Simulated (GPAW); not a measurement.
# InP3 (R-3m) in GPAW: band structure with LDA

Aim: the band structure of InP3 with LDA.

Everything below comes from runs of GPAW 26.7.0. Logs are shortened: lines on timing, memory, paths and dates and some standing lists are left out, and cuts for length are marked. The log counts tension as positive stress, the text compression.

## (1) Starting point

Symmetry: R-3m, No. 166, trigonal system. The conventional cell has a = 7.449 Å, b = 7.449 Å, c = 9.885 Å, α = 90.00°, β = 90.00°, γ = 120.00°. In (site symmetry 3m) has 6 P at 2.64 to 2.90 Å as nearest neighbours. P (site symmetry m) is surrounded by 2 P at 2.20 Å.

## (2) Band structure, LDA

Input file run.py:

```python
from ase import Atoms
from ase.dft.bandgap import bandgap
from ase.io import write
from ase.units import GPa
from ase.parallel import parprint
from gpaw import GPAW, PW

atoms = Atoms(['In', 'In', 'P', 'P', 'P', 'P', 'P', 'P'],
              cell=[[3.7245, 2.1503410776, 3.295],
                    [-3.7245, 2.1503410776, 3.295],
                    [0.0, -4.3006821552, 3.295]],
              scaled_positions=[[0.7245, 0.7245, 0.7245],
                                [0.2755, 0.2755, 0.2755],
                                [0.2037, 0.2037, 0.7586],
                                [0.7586, 0.2037, 0.2037],
                                [0.2037, 0.7586, 0.2037],
                                [0.2414, 0.7963, 0.7963],
                                [0.7963, 0.7963, 0.2414],
                                [0.7963, 0.2414, 0.7963]],
              pbc=True)

calc = GPAW(mode=PW(600),
            xc='LDA',
            kpts={'size': (4, 4, 4), 'gamma': True},
            occupations={'name': 'fermi-dirac', 'width': 0.05},
            nbands=47,
            convergence={'density': 1e-05, 'energy': 1e-05},
            maxiter=150,
            txt='gpaw.txt')
atoms.calc = calc
energy = atoms.get_potential_energy()
forces = atoms.get_forces()
stress = atoms.get_stress()
calc.write('gs.gpw')
write('result.traj', atoms)
parprint(f'Energy: {energy:.6f} eV')
parprint('Forces (eV/A):')
parprint(forces.round(4))
parprint('Stress (GPa):', (stress / GPa).round(3))
parprint('Fermi level:', round(calc.get_fermi_level(), 4), 'eV')
parprint(f'Gap: {bandgap(calc)[0]:.4f} eV, direct: {bandgap(calc, direct=True)[0]:.4f} eV')

path = atoms.cell.bandpath('GLB1,BZGX,QFP1Z,LP', npoints=100, eps=1e-4)
bs_calc = calc.fixed_density(kpts=path, symmetry='off', nbands=75,
                             convergence={'bands': 'CBM+6.0', 'eigenstates': 1e-6}, txt='bands.txt')
bs = bs_calc.band_structure()
bs.write('bs.json')
parprint(f'Gap on the path: {bandgap(bs_calc)[0]:.4f} eV')
```

Potentials or basis: the program's PAW data sets (release 1.2.1) made for this functional, pw.

Started as:

```sh
> OMP_NUM_THREADS=1 mpirun -n 4 gpaw python run.py
```

gpaw.txt:

```text
__  _  _
 | _ |_)|_||  |
 |__||  | ||/\| - 26.7.0

Input parameters:
  mode=PW(ecut=600.0),
  convergence={'density': 1e-05, 'energy': 1e-05},
  kpts=MonkhorstPack(size=(4, 4, 4), gamma=True),
  maxiter=150,
  nbands=47,
  occupations=Occupations(name='fermi-dirac', width=0.05),
  xc=XC(name='LDA')

Diagonalizing LCAO Hamiltonian
Converting LCAO to pw mode

             InP

        P         P
         P         P

            PIn

Atoms  # Å, Bohr magnetons
|   | symbol |         x |         y |        z |    initial magnetic moments |
|---|--------|-----------|-----------|----------|-----------------------------|
| 0 |     In |  0.000000 |  0.000000 | 7.161682 | ( 0.0000,  0.0000,  0.0000) |
| 1 |     In | -0.000000 |  0.000000 | 2.723318 | ( 0.0000,  0.0000,  0.0000) |
| 2 |      P |  0.000000 | -2.386449 | 3.841970 | ( 0.0000,  0.0000,  0.0000) |
| 3 |      P |  2.066725 |  1.193224 | 3.841970 | ( 0.0000,  0.0000,  0.0000) |
| 4 |      P | -2.066725 |  1.193224 | 3.841970 | ( 0.0000,  0.0000,  0.0000) |
| 5 |      P | -2.066725 | -1.193224 | 6.043030 | ( 0.0000,  0.0000,  0.0000) |
| 6 |      P | -0.000000 |  2.386449 | 6.043030 | ( 0.0000,  0.0000,  0.0000) |
| 7 |      P |  2.066725 | -1.193224 | 6.043030 | ( 0.0000,  0.0000,  0.0000) |

Unit cell  # Å
| periodic |         x |         y |        z |  lengths |    angles |
|----------|-----------|-----------|----------|----------|-----------|
|      yes |  3.724500 |  2.150341 | 3.295000 | 5.417831 | 86.857537 |
|      yes | -3.724500 |  2.150341 | 3.295000 | 5.417831 | 86.857537 |
|      yes |  0.000000 | -4.300682 | 3.295000 | 5.417831 | 86.857537 |

Number of symmetries: 12
Symmetry operations  # r_c * U_cc + t_c -> r_c
|    | kind |            matrix            |
|----|------|------------------------------|
|  0 |  E   |  1, 0, 0,  0, 1, 0,  0, 0, 1 |
|  1 |  σ   |  1, 0, 0,  0, 0, 1,  0, 1, 0 |
|  2 |  σ   |  0, 1, 0,  1, 0, 0,  0, 0, 1 |
|  3 |  C3  |  0, 1, 0,  0, 0, 1,  1, 0, 0 |
|  4 |  C3  |  0, 0, 1,  1, 0, 0,  0, 1, 0 |
|  5 |  σ   |  0, 0, 1,  0, 1, 0,  1, 0, 0 |
|  6 |  C2  |  0, 0,-1,  0,-1, 0, -1, 0, 0 |
|  7 |  S6  |  0, 0,-1, -1, 0, 0,  0,-1, 0 |
|  8 |  S6  |  0,-1, 0,  0, 0,-1, -1, 0, 0 |
|  9 |  C2  |  0,-1, 0, -1, 0, 0,  0, 0,-1 |
| 10 |  C2  | -1, 0, 0,  0, 0,-1,  0,-1, 0 |
| 11 |  i   | -1, 0, 0,  0,-1, 0,  0, 0,-1 |

BZ-sampling:
  Number of BZ points: 64
  Number of IBZ points: 13

  Monkhorst-Pack size: [4, 4, 4]
  Monkhorst-Pack shift: [0.125, 0.125, 0.125]

K-points  # in reciprocal-cell coordinates
|     |                                coordinates |     weight |
|-----|--------------------------------------------|------------|
|   0 | (  0.00000000,   0.00000000,   0.00000000) | 0.01562500 |
|   1 | (  0.25000000,   0.00000000,  -0.25000000) | 0.09375000 |
|   2 | (  0.25000000,   0.00000000,   0.00000000) | 0.09375000 |
|   3 | (  0.25000000,   0.25000000,  -0.25000000) | 0.09375000 |
|   4 | (  0.25000000,   0.25000000,   0.00000000) | 0.09375000 |
|   5 | (  0.25000000,   0.25000000,   0.25000000) | 0.03125000 |
|   6 | (  0.50000000,   0.00000000,   0.00000000) | 0.04687500 |
|   7 | (  0.50000000,   0.25000000,  -0.25000000) | 0.09375000 |
|   8 | (  0.50000000,   0.25000000,   0.00000000) | 0.18750000 |
|   9 | (  0.50000000,   0.25000000,   0.25000000) | 0.09375000 |
| ... |                                            |            |
|  12 | (  0.50000000,   0.50000000,   0.50000000) | 0.01562500 |

Plane wave coefficients: 5324
Cutoff: 600.0 eV

Spin-components: 1 (collinear spins)
Bands:           47
Projectors:      42
Spin-degeneracy: 2
Datatype:        complex128

Parallelization:
  kpt:    4
  domain: 1
  band:   1

Density:
  Valence electrons: 56.0
  Components: 1
  Grid points: [32 32 32]
  Charge: 0.0  # |e|

Potential:
  Grid points: [32 32 32]

species:
  In:
    name:    Indium
    Z:       49.0
    valence: 13
    core:    36
    charge:  0.0  # [|e|]
    compensation charges:
      type: gauss
      rc: 0.36  # [Å]
      lmax: 2
    cutoffs:
      filter: 2.09  # [Å]
      core: 2.48  # [Å]
    projectors
    | kind |    occ | energy [eV] | rcut [Å] |
    |------|--------|-------------|----------|
    |   5s |  2.000 |      -8.474 |    1.185 |
    |   5p |  1.000 |      -2.700 |    1.244 |
    |   4d | 10.000 |     -18.723 |    1.148 |
    |    s |        |      18.738 |    1.185 |
    |    p |        |      24.512 |    1.244 |
    |    d |        |       8.489 |    1.148 |

    Using partial waves for In as LCAO basis

  P:
    name:    Phosphorus
    Z:       15.0
    valence: 5
    core:    10
    charge:  0.0  # [|e|]
    compensation charges:
      type: gauss
      rc: 0.30  # [Å]
      lmax: 2
    cutoffs:
      filter: 1.69  # [Å]
      core: 1.81  # [Å]
    projectors
    | kind |    occ | energy [eV] | rcut [Å] |
    |------|--------|-------------|----------|
    |   3s |  2.000 |     -14.015 |    0.953 |
    |   3p |  3.000 |      -5.596 |    0.953 |
    |    s |        |      13.197 |    0.953 |
    |    p |        |      21.615 |    0.953 |
    |    d |        |       0.000 |    0.953 |

    Using partial waves for P as LCAO basis

Reference energy: -375304.215688  # eV

eigensolver:
  PPCG
  Converge bands: occupied
  niter=2

density mixing:
  MSR1-Mixer
  Pratt-step length: 0.05
  Maximum mixing coefficient: 0.75
  Old densities: 10
  SVD Regularization: 0.005
  Good broyden scale: 1.0
  Trust region scale: 1.0
  Backstep threshold: 4.0
  History deletion threshold: 6.0
  Fourier metric: weight=20.0, sigma=0.015

occupation numbers:
  Fermi-Dirac:
    width: 0.0500  # eV

poisson solver:
  ecut: 4800.0  # eV

xc functional:
  name: None

convergence criteria:
- Maximum integral of absolute [dens]ity change: 1e-05 electrons / valence electron
- Maximum [total energy] change in last 3 cyles: 1e-05 eV / valence electron
- Maximum integral of absolute [eigenst]ate change: 4e-08 eV^2 / valence electron
maximum number of iterations: 150

SCF iterations
|iter     | |      energy | eigst |  dens |
|---------|-|-------------|-------|-------|
|iter:   1| |  -44.219795 | +0.37 |       |
|iter:   2| |  -44.288788 | -1.51 | -1.14 |
|iter:   3| |  -44.366693 | -1.37 | -1.18 |
|iter:   4| |  -43.731906 | -1.59 | -1.37 |
|iter:   5| |  -43.709303 | -3.19 | -1.71 |
|iter:   6| |  -43.706802 | -4.01 | -2.24 |
|iter:   7| |  -43.706832 | -5.52 | -3.10 |
|iter:   8| |  -43.706820c| -6.69 | -3.63 |
|iter:   9| |  -43.706825c| -7.93c| -4.36 |
|iter:  10| |  -43.706825c| -8.43c| -5.11c|

Converged in 10 steps
Energy contributions relative to reference atoms: (reference = -375304.215688)

Energy contributions:
  Kinetic:          61.150111
  Coulomb:         -55.554670
  Zero:              0.083394
  External:          0.000000
  Xc:              -49.379002
  Entropy:          -0.013316
  Spinorbit:         0.000000
  ----------------------------
  Free energy:     -43.713484
  Extrapolated:    -43.706825

dipole moment: (0.000000, -0.000000, 0.000020)  # |e|*Ang

Fermi level: 6.544
Eigenvalues  # (at kpt = [0.000, 0.000, 0.000])
| band index |      eig [eV] | occ [0-2] |
|------------|---------------|-----------|
|          0 |        -7.968 |     2.000 |
|        ... |               |           |
|         22 |         3.248 |     2.000 |
|         23 |         4.200 |     2.000 |
|         24 |         4.200 |     2.000 |
|         25 |         4.287 |     2.000 |
|         26 |         5.684 |     2.000 |
|         27 |         5.684 |     2.000 |
[... 8 lines left out ...]
|         36 |        12.626 |     0.000 |
|         37 |        13.538 |     0.000 |
|        ... |               |           |
|         46 |        17.048 |     0.000 |

No gap
No difference between direct/indirect transitions

Forces  # eV/Ang
|        x |        y |        z |
|----------|----------|----------|
|  0.00000 |  0.00000 |  0.03092 |  # In   0
| -0.00000 |  0.00000 | -0.03092 |  # In   1
|  0.00000 |  0.07784 |  0.07523 |  # P    2
| -0.06741 | -0.03892 |  0.07523 |  # P    3
|  0.06741 | -0.03892 |  0.07523 |  # P    4
|  0.06741 |  0.03892 | -0.07523 |  # P    5
|  0.00000 | -0.07784 | -0.07523 |  # P    6
| -0.06741 |  0.03892 | -0.07523 |  # P    7

Stress tensor  # eV/Ang^3
|        x |         y |         z |
|----------|-----------|-----------|
| 0.013155 |  0.000000 |  0.000000 |
| 0.000000 |  0.013155 | -0.000000 |
| 0.000000 | -0.000000 |  0.008883 |

# Writing to gs.gpw (mode='')
```

Wall time 3.1 min (4 MPI ranks of Intel Xeon at 2.50GHz (Skylake/Cascade Lake), shared host); peak memory 0.49 GiB.

What came out:

| Property | Result |
| --- | --- |
| Free energy | -43.7135 eV |
| Pressure | -1.9 GPa |
| Largest force | 0.108 eV/Å |
| Band gap along the path | none (metal or under the smearing width) |

Forces on the atoms (eV/Å):
```
In   0.000  0.000  0.031
In   0.000  0.000 -0.031
P    0.000  0.078  0.075
P   -0.067 -0.039  0.075
P    0.067 -0.039  0.075
P    0.067  0.039 -0.075
P    0.000 -0.078 -0.075
P   -0.067  0.039 -0.075
```

Stress tensor (GPa, compression positive):
```
-2.11  0.00  0.00
 0.00 -2.11  0.00
 0.00  0.00 -1.42
```

Levels at the corners of the path, in eV from the Fermi level:
| point | band 26 | band 27 | band 28 | band 29 | band 30 | band 31 |
| --- | --- | --- | --- | --- | --- | --- |
| Γ | -2.26 | -0.86 | -0.86 | -0.48 | -0.30 | 1.82 |
| L | -1.65 | -1.18 | -1.17 | 0.23 | 2.36 | 2.51 |
| B1 | -0.17 | -0.01 | 0.06 | 1.53 | 1.55 | 1.62 |
| B | -0.17 | -0.01 | 0.06 | 1.53 | 1.55 | 1.62 |
| Z | -0.11 | 0.08 | 0.08 | 1.37 | 1.53 | 1.53 |
| Γ | -2.26 | -0.86 | -0.86 | -0.48 | -0.30 | 1.82 |
| X | -0.90 | -0.69 | -0.17 | 1.18 | 1.29 | 2.15 |
| Q | -0.90 | -0.69 | -0.17 | 1.18 | 1.29 | 2.15 |
| F | -0.87 | -0.73 | -0.13 | 1.15 | 1.26 | 2.15 |
| P1 | -0.16 | 0.02 | 0.06 | 1.50 | 1.54 | 1.60 |
| Z | -0.11 | 0.08 | 0.08 | 1.37 | 1.53 | 1.53 |
| L | -1.65 | -1.18 | -1.17 | 0.23 | 2.36 | 2.51 |
| P | -0.16 | 0.02 | 0.06 | 1.50 | 1.54 | 1.60 |

Caveat: spin-orbit coupling is left out, which moves the levels of the heavy elements.
